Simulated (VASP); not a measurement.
The system is CaO.

```
Ca O
1.0
     0.00000    2.40356    2.40356
     2.40356    0.00000    2.40356
     2.40356    2.40356    0.00000
Ca O
1 1
Direct
  0.00000 0.00000 0.00000
  0.50000 0.50000 0.50000
```

The cell is a database's computed one.

Program: VASP 6.6.1. Alike in all runs: task band structure; no spin polarisation; cell as given; k mesh 10 × 10 × 10; cutoff (eV) 520; smearing gaussian 0.02 eV.

Task: Order these runs on this cell by their band gap on the k mesh, lowest first.
A. level LDA; potentials or basis VASP PAW LDA potentials, release 64 (Ca_sv, O); further INCAR settings ALGO = Fast; EDIFF = 1e-06
B. level r2SCAN; potentials or basis VASP PAW PBE potentials, release 64 (Ca_sv, O); further INCAR settings ALGO = Normal; EDIFF = 1e-06
C. level TB-mBJ; potentials or basis VASP PAW PBE potentials, release 64 (Ca_sv, O); further INCAR settings ALGO = Normal; EDIFF = 1e-06

Result: A (3.46 eV), B (4.19 eV), C (5.26 eV).

